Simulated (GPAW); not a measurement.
# Quasiparticle gap of MgI2 (1T monolayer) in GPAW

How does a plane-wave GW calculation on MgI2 (1T monolayer) run from the first input to the gap?

Program: GPAW 26.7.0. Level of theory: LDA and many-body steps on it, plane waves. Results are calculated unless marked as measured.

## Step 1: Starting point

The cell holds 3 atoms: 1 Mg and 2 I. Its edges and angles: a = 4.070 Å, b = 4.070 Å, c = 14.300 Å, α = 90.0°, β = 90.0°, γ = 120.0°. Vacuum lies along c.

As a file:

```cif
data_structure
_symmetry_space_group_name_H-M 'P 1'
_symmetry_Int_Tables_number 1
_cell_length_a 4.0697
_cell_length_b 4.0697
_cell_length_c 14.3000
_cell_angle_alpha 90.000
_cell_angle_beta 90.000
_cell_angle_gamma 120.000
_cell_volume 205.11
loop_
_atom_site_label
_atom_site_type_symbol
_atom_site_fract_x
_atom_site_fract_y
_atom_site_fract_z
_atom_site_occupancy
Mg1 Mg 0.00000 0.00000 0.50000 1
I2 I 0.33333 0.66667 0.61564 1
I3 I 0.66667 0.33333 0.38436 1
```

The start is a generated structure, not a measured one. Spin-orbit coupling is left out unless a step names it.

## Step 2: Relaxation

This step: GPAW 26.7.0; DFT, LDA, plane waves, PAW.

Gaps follow bond lengths, so the structure is brought to rest first.

run.py reads:

```python
import json
import numpy as np
from gpaw.mpi import world
from ase import Atoms
from ase.constraints import FixSymmetry
from ase.filters import FrechetCellFilter
from ase.optimize import BFGS
from gpaw import GPAW, PW, FermiDirac

atoms = Atoms(['Mg', 'I', 'I'],
    cell=[[4.0697129000, 0.0000000000, 0.0000000000],
      [-2.0348564500, 3.5244747575, 0.0000000000],
      [0.0000000000, 0.0000000000, 14.3000000000]],
    scaled_positions=[[0.0000000000, 0.0000000000, 0.5000000000],
      [0.3333333333, 0.6666666667, 0.6156418961],
      [0.6666666667, 0.3333333333, 0.3843581039]],
    pbc=(True, True, False))
atoms.set_constraint(FixSymmetry(atoms))
atoms.calc = GPAW(mode=PW(550),
    xc='LDA',
    kpts={'size': (9, 9, 1), 'gamma': True},
    occupations=FermiDirac(0.02),
    convergence={'density': 1e-5},
    txt='relax.txt')
steps = []
opt = BFGS(FrechetCellFilter(atoms, mask=[1, 1, 0, 0, 0, 1]), logfile='bfgs.log')
opt.attach(lambda: steps.append([atoms.get_potential_energy(), atoms.cell[:], atoms.positions.copy(), atoms.get_forces()]))
converged = opt.run(fmax=0.03, steps=50)
res = {'converged': bool(converged), 'steps': steps, 'cell': atoms.cell[:], 'frac': atoms.get_scaled_positions()}

if world.rank == 0:
    with open('result.json', 'w') as f:
        json.dump(res, f, default=lambda x: x.tolist())
```

Run with:

```bash
$ mpirun -n 8 gpaw python run.py
```

Numbers of over 12 decimals in the logs are rounded to 6 here.

Output:

```text
Step     Time          Energy          fmax
BFGS:    0        -9.036109        0.025003
```

The job ended after 16 s (8 MPI ranks of Arm Neoverse V1, shared host; peak memory 1.4 GiB; 1.8 min of CPU time).

Little changed from the start: no atom moved by 0.005 Å and no cell edge by 0.1 %.

## Step 3: Ground state

The ground-state density comes first.

run.py reads:

```python
import json
import numpy as np
from gpaw.mpi import world
from ase import Atoms
from gpaw import GPAW, PW, FermiDirac

atoms = Atoms(['Mg', 'I', 'I'],
    cell=[[4.0697129000, 0.0000000000, 0.0000000000],
      [-2.0348564500, 3.5244747575, 0.0000000000],
      [0.0000000000, 0.0000000000, 14.3000000000]],
    scaled_positions=[[0.0000000000, 0.0000000000, 0.5000000000],
      [0.3333333333, 0.6666666667, 0.6156418961],
      [0.6666666667, 0.3333333333, 0.3843581039]],
    pbc=(True, True, False))
calc = GPAW(mode=PW(450),
    xc='LDA',
    kpts={'size': (9, 9, 1), 'gamma': True},
    occupations=FermiDirac(0.001),
    nbands=-7,
    convergence={'density': 1e-6, 'bands': -3},
    maxiter=100,
    txt='gs.txt')
atoms.calc = calc
res = {'energy': atoms.get_potential_energy()}
kpts = calc.get_ibz_k_points()
res['kpts'] = kpts
res['eigenvalues'] = [calc.get_eigenvalues(kpt=k) for k in range(len(kpts))]
res['n_electrons'] = calc.get_number_of_electrons()
calc.write('gs.gpw')

if world.rank == 0:
    with open('result.json', 'w') as f:
        json.dump(res, f, default=lambda x: x.tolist())
```

Run with:

```bash
$ mpirun -n 8 gpaw python run.py
```

Output:

```text
__  _  _
 | _ |_)|_||  |
 |__||  | ||/\| - 26.7.0

Input parameters:
  mode=PW(ecut=450.000000),
  convergence={'density': 1e-06, 'bands': -3},
  kpts=MonkhorstPack(size=(9, 9, 1), gamma=True),
  maxiter=100,
  nbands=-7,
  occupations=Occupations(name='fermi-dirac', width=0.001, fixmagmom=False),
  xc=XC(name='LDA')
  [... matrices ...]
Diagonalizing LCAO Hamiltonian
Converting LCAO to pw mode

         I

       Mg

             I

Atoms  # Å, Bohr magnetons
|   | symbol |         x |        y |        z |    initial magnetic moments |
| 0 |     Mg |  0.000000 | 0.000000 | 7.150000 | ( 0.0000,  0.0000,  0.0000) |
| 1 |      I | -0.000000 | 2.349650 | 8.803679 | ( 0.0000,  0.0000,  0.0000) |
| 2 |      I |  2.034856 | 1.174825 | 5.496321 | ( 0.0000,  0.0000,  0.0000) |

Unit cell  # Å
| periodic |         x |        y |         z |   lengths |     angles |
|      yes |  4.069713 | 0.000000 |  0.000000 |  4.069713 |  90.000000 |
|      yes | -2.034856 | 3.524475 |  0.000000 |  4.069713 |  90.000000 |
|       no |  0.000000 | 0.000000 | 14.300000 | 14.300000 | 120.000000 |

Number of symmetries: 12
Symmetry operations  # r_c * U_cc + t_c -> r_c
|    | kind |            matrix            |
|  0 |  σ   |  1, 1, 0,  0,-1, 0,  0, 0, 1 |
|  1 |  S6  |  1, 1, 0, -1, 0, 0,  0, 0,-1 |
|  2 |  E   |  1, 0, 0,  0, 1, 0,  0, 0, 1 |
|  3 |  C2  |  1, 0, 0, -1,-1, 0,  0, 0,-1 |
|  4 |  C2  |  0, 1, 0,  1, 0, 0,  0, 0,-1 |
|  5 |  C3  |  0, 1, 0, -1,-1, 0,  0, 0, 1 |
|  6 |  S6  |  0,-1, 0,  1, 1, 0,  0, 0,-1 |
|  7 |  σ   |  0,-1, 0, -1, 0, 0,  0, 0, 1 |
|  8 |  σ   | -1, 0, 0,  1, 1, 0,  0, 0, 1 |
|  9 |  i   | -1, 0, 0,  0,-1, 0,  0, 0,-1 |
| 10 |  C3  | -1,-1, 0,  1, 0, 0,  0, 0, 1 |
| 11 |  C2  | -1,-1, 0,  0, 1, 0,  0, 0,-1 |

BZ-sampling:
  Number of BZ points: 81
  Number of IBZ points: 12

  Monkhorst-Pack size: [9, 9, 1]
  Monkhorst-Pack shift: [0, 0, 0]

K-points  # in reciprocal-cell coordinates
|     |                                coordinates |     weight |
|   0 | (  0.00000000,   0.00000000,   0.00000000) | 0.01234568 |
|   1 | (  0.11111111,   0.00000000,   0.00000000) | 0.07407407 |
|   2 | (  0.22222222,  -0.11111111,   0.00000000) | 0.07407407 |
|   3 | (  0.22222222,   0.00000000,   0.00000000) | 0.07407407 |
|   4 | (  0.33333333,  -0.11111111,   0.00000000) | 0.14814815 |
|   5 | (  0.33333333,   0.00000000,   0.00000000) | 0.07407407 |
|   6 | (  0.33333333,   0.33333333,   0.00000000) | 0.02469136 |
|   7 | (  0.44444444,  -0.22222222,   0.00000000) | 0.07407407 |
|   8 | (  0.44444444,  -0.11111111,   0.00000000) | 0.14814815 |
|   9 | (  0.44444444,   0.00000000,   0.00000000) | 0.07407407 |
| ... |                                            |            |
|  11 | (  0.44444444,   0.44444444,   0.00000000) | 0.07407407 |

Plane wave coefficients: 4475
Cutoff: 450.000000 eV

Spin-components: 1 (collinear spins)
Bands:           19
Projectors:      15
Spin-degeneracy: 2
Datatype:        complex128

  Storage: CPU
  Wave functions: 16_135_104 bytes (2_016_888 per core)
  Projectors: 18_682_752 bytes (2_335_344 per core)
  [... matrices ...]
Parallelization:
  kpt:    4
  domain: 2
  band:   1

Density:
  Valence electrons: 24.0
  Components: 1
  Grid points: [20 20 70]
  Charge: 0.0  # |e|

Potential:
  Grid points: [20 20 70]

species:
  Mg:
    name:    Magnesium
    Z:       12.0
    valence: 10
    core:    2
    charge:  0.0  # [|e|]
    compensation charges:
      type: gauss
      rc: 0.33  # [Å]
      lmax: 2
    cutoffs:
      filter: 1.86  # [Å]
      core: 0.54  # [Å]
    projectors
    | kind |    occ | energy [eV] | rcut [Å] |
    |   2s |  2.000 |     -79.291 |    1.090 |
    |   3s |  2.000 |      -4.782 |    1.090 |
    |   2p |  6.000 |     -46.725 |    1.085 |
    |   3p |  0.000 |      -1.374 |    1.085 |
    |    d |        |       0.000 |    1.037 |

    Using partial waves for Mg as LCAO basis

  I:
    name:    Iodine
    Z:       53.0
    valence: 7
    core:    46
    charge:  0.0  # [|e|]
    compensation charges:
      type: gauss
      rc: 0.37  # [Å]
      lmax: 2
    cutoffs:
      filter: 2.06  # [Å]
      core: 2.90  # [Å]
    projectors
    | kind |    occ | energy [eV] | rcut [Å] |
    |   5s |  2.000 |     -17.626 |    1.164 |
    |   5p |  5.000 |      -7.241 |    1.164 |
    |    s |        |       9.585 |    1.164 |
    |    p |        |      19.970 |    1.164 |
    |    d |        |       0.000 |    1.164 |

    Using partial waves for I as LCAO basis

Reference energy: -392194.200474  # eV

eigensolver:
  PPCG
  Converge bands: -3
  niter=2

density mixing:
  MSR1-Mixer
  Pratt-step length: 0.05
  Maximum mixing coefficient: 0.75
  Old densities: 10
  SVD Regularization: 0.005
  Good broyden scale: 1.0
  Trust region scale: 1.0
  Backstep threshold: 4.0
  History deletion threshold: 6.0
  Fourier metric: weight=20.0, sigma=0.015

occupation numbers:
  Fermi-Dirac:
    width: 0.0010  # eV

poisson solver:
  ecut: 3600.000000  # eV

xc functional:
  name: None

Initialization done in: 2.326 s

convergence criteria:
- Maximum integral of absolute [dens]ity change: 1e-06 electrons / valence electron
- Maximum [total energy] change in last 3 cyles: 0.0005 eV / valence electron
- Maximum integral of absolute [eigenst]ate change: 4e-08 eV^2 / valence electron
maximum number of iterations: 100

SCF iterations
|iter     |     time |      energy | eigst |  dens |
|iter:   1|  |   -9.131638 | +0.52 |       |
|iter:   2|  |   -9.115623 | +0.15 | -1.38 |
|iter:   3|  |   -9.024795 | -0.90 | -1.41 |
|iter:   4|  |   -9.018420 | -1.91 | -1.99 |
|iter:   5|  |   -9.014408c| -2.51 | -2.25 |
|iter:   6|  |   -9.014373c| -3.87 | -2.70 |
|iter:   7|  |   -9.014378c| -4.43 | -3.43 |
|iter:   8|  |   -9.014379c| -5.12 | -4.02 |
|iter:   9|  |   -9.014379c| -5.53 | -4.73 |
|iter:  10|  |   -9.014380c| -6.01 | -5.54 |
|iter:  11|  |   -9.014380c| -6.43 | -5.96 |
|iter:  12|  |   -9.014380c| -6.96 | -6.42c|
|iter:  13|  |   -9.014380c| -7.40 | -6.79c|
|iter:  14|  |   -9.014380c| -7.74c| -7.14c|

Converged in 14 steps
SCF loop duration: 9.488 s (0.678 s/step)
Energy contributions relative to reference atoms: (reference = -392194.200474)
  [... matrices ...]
Energy contributions:
  Kinetic:          14.538291
  Coulomb:         -12.849837
  Zero:             -0.096819
  External:          0.000000
  Xc:              -10.606015
  Entropy:          -0.000000
  Spinorbit:         0.000000
  ----------------------------
  Free energy:      -9.014380
  Extrapolated:     -9.014380

dipole moment: (-2.944052, -5.099248, 0.000127)  # |e|*Ang

Fermi level: 0.140
Eigenvalues  # (at kpt = [0.000, 0.000, 0.000])
| band index |      eig [eV] | occ [0-2] |
|          0 |       -76.639 |     2.000 |
|        ... |               |           |
|          4 |       -14.363 |     2.000 |
|          5 |       -13.775 |     2.000 |
|          6 |        -5.441 |     2.000 |
|          7 |        -2.993 |     2.000 |
|          8 |        -2.469 |     2.000 |
|          9 |        -2.469 |     2.000 |
|         10 |        -2.167 |     2.000 |
|         11 |        -2.167 |     2.000 |
|         12 |         1.900 |     0.000 |
|         13 |         2.666 |     0.000 |
|         14 |         3.820 |     0.000 |
|         15 |         4.217 |     0.000 |
|         16 |         4.603 |     0.000 |
|         17 |         4.603 |     0.000 |
|         18 |         5.551 |     0.000 |

Gap: 3.603 eV
Transition (v -> c):
  (s=0, k=0, n=11, [0.00, 0.00, 0.00]) -> (s=0, k=9, n=12, [0.44, 0.00, 0.00])
Direct/indirect transitions are different
Direct gap: 4.067 eV
Transition at: (s=0, k=0, n=11, [0.00, 0.00, 0.00])
vacuum-level: 4.319  # V
# Writing to gs.gpw (mode='')
  [... matrices ...]
```

The job ended after 15 s (8 MPI ranks; peak memory 1.3 GiB; 89 s of CPU time).

This step gave:

```yaml
total_energy: -9.014 eV
gap: 3.603 eV
k_of_the_valence_top: 0, 0, 0
k_of_the_conduction_bottom: 0.4444, 0, 0
least_direct_gap: 4.067 eV
```

The gap is indirect, with the least direct gap 0.46 eV higher.

## Step 4: Empty states on the mesh, 6×6×1 mesh, 343 bands

The sums over transitions need many empty states on a uniform mesh; this step solves for them.

run.py reads:

```python
import json
import numpy as np
from gpaw.mpi import world
from gpaw import GPAW

calc = GPAW('gs.gpw').fixed_density(kpts={'size': (6, 6, 1), 'gamma': True},
    parallel={'domain': 1, 'band': 1},
    txt='nscf.txt')
calc.diagonalize_full_hamiltonian(nbands=343)
calc.write('full.gpw', mode='all')
res = {}
kpts = calc.get_ibz_k_points()
res['kpts'] = kpts
res['eigenvalues'] = [calc.get_eigenvalues(kpt=k) for k in range(len(kpts))]
res['n_electrons'] = calc.get_number_of_electrons()

if world.rank == 0:
    with open('result.json', 'w') as f:
        json.dump(res, f, default=lambda x: x.tolist())
```

Run with:

```bash
$ mpirun -n 7 gpaw python run.py
```

Output:

```text
Diagonalizing LCAO Hamiltonian
Converting LCAO to pw mode
convergence criteria:
- Maximum integral of absolute [eigenst]ate change: 4e-08 eV^2 / valence electron
maximum number of iterations: 100

SCF iterations
|iter     |     time |      energy | eigst |  dens |
|iter:   1|  |             | +0.55 |       |
|iter:   2|  |             | +0.08 |       |
|iter:   3|  |             | -0.77 |       |
[...]
|iter:  13|  |             | -7.16 |       |
|iter:  14|  |             | -7.35 |       |
|iter:  15|  |             | -7.52c|       |
SCF steps: 15
  __  _  _
 | _ |_)|_||  |
 |__||  | ||/\| - 26.7.0

Input parameters:
  mode=PW(ecut=450.000000),
  convergence={'density': 1e-06, 'bands': -3},
  gpts=array([20, 20, 70]),
  kpts=MonkhorstPack(size=(6, 6, 1), gamma=True),
  maxiter=100,
  nbands=19,
  occupations=Occupations(name='fermi-dirac', width=0.001, fixmagmom=False),
  parallel={'domain': 1, 'band': 1},
  xc=XC(name='LDA')
Matrix size: 4423x4423
# Writing to full.gpw (mode='all')
  [... matrices ...]

timing:  # [seconds]
  Total: 159.744  # ━━━━━━━━━━━━━━━━━━━━━━━━━━━━━━━━━━━━━━━━━━━━━━━━━━━━━━━━━
```

Wall time 2.8 min (7 MPI ranks); peak memory 9.7 GiB; 17 min of CPU time.

Numbers from this step:

```
gap                                                           : 3.545 eV
k of the valence top                                          : 0, 0, 0
k of the conduction bottom                                    : 0.5, 0.5, 0
least direct gap                                              : 4.067 eV
k points computed                                             : 7
lowest point of the top converged band, above the valence top : 78.8890 eV
```

On this mesh the gap is 3.545 eV.

[end of part 1 of 2]

[Paths, hosts, dates, memory and timing lines, banners, echoed tables and standing remarks are left out of the program output.]

[Logs are printed without paths, hosts, clocks, repeated set-up lines and the standing remarks that a program may print on its own settings, such as how far it seeks lower states.]

[Runs of the session that timed out or met a known fault of the program may be left out.]

[Hosts, paths, dates, database ids (printed as entryN), source tags and the programs' standing remarks are cut or masked in the printed files.]
